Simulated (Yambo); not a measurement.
GaN in Yambo: convergence with bands in self energy

GaN:

```
CELL_PARAMETERS angstrom
0.00000 2.25350 2.25350
2.25350 0.00000 2.25350
2.25350 2.25350 0.00000
ATOMIC_POSITIONS crystal
Ga 0.00000 0.00000 0.00000
N 0.25000 0.25000 0.25000
```

The cell is a database's computed one.

- Program: Yambo 5.3.0
- Task: G0W0 quasiparticle levels
- Functional: LDA
- Potentials or basis: PseudoDojo 0.4.1 SR LDA stringent
- Cutoff: 1442 eV
- Density cutoff: 5769 eV
- k mesh: 6 × 6 × 6
- Occupations: fixed
- Spin: no spin polarisation
- k mesh of the self-consistent run: 10 × 10 × 10
- Form of the LDA: PW92
- Random integration of the Coulomb term: yes
- Direction of the field or of q to 0: x + y + z
- Broadening: 0.1 eV
- States corrected: Γ and the k points of the band edges
- Frequency dependence of W: plasmon pole
- Terminator of the band sum in the self-energy: none
- Quasiparticle equation: linearised (Newton)
- Imaginary frequency of the plasmon-pole fit: 27.2114 eV
- Bands in the response: 163
- Bands in the self-energy: 33
- Cutoff of the response matrix: 18 Ry
- Cutoff of exchange and Vxc: 106 Ry
- Bands corrected (first, last): [13, 15]

These are the settings of the first run; the series varies bands in self energy, with any setting tied to it.

```
bands in self energy  quasiparticle gap at the points computed (eV)
                  33                                          2.766
                  53                                          2.831
                  93                                          2.900
                 163                                          2.949
```

Against the tightest run, the quasiparticle gap at the points computed stays within 0.05 eV from 93 on. The tightest run that finished is the yardstick and may itself not be fully converged.

Caveat, for the tightest run too: this version prints the column dSc/dw multiplied by 27.2.
